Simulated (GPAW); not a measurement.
The system is TePt.

```
Pt Te
1.0
     4.26288    0.00000    0.00000
    -2.13144    3.69176    0.00000
     0.00000    0.00000    5.66177
Pt Te
2 2
Direct
  0.00000 0.00000 0.00000
  0.00000 0.00000 0.50000
  0.33333 0.66667 0.25000
  0.66667 0.33333 0.75000
```

Measurements of this composition are mostly on another form, of space group No. 166.

Base run:

- Program: GPAW 26.7.0
- Functional: PBEsol
- Potentials or basis: PAW data sets generated in the run's folder for this functional
- Cutoff: 600 eV
- Basis: pw
- k mesh: 5 × 5 × 4
- Occupations: fermi-dirac, width 0.05 eV
- Spin: no spin polarisation

Its results: pressure -5.9 GPa.

**Question.** The run is repeated on the same cell with these changes: hubbard terms from none to Pt d U = 6 eV. What comes out?

**Answer.** Pressure -8.0 GPa.

Caveats: U without spin polarisation on a metal has little footing (some runs); the U is typed as a test and isn't derived for this compound (some runs).
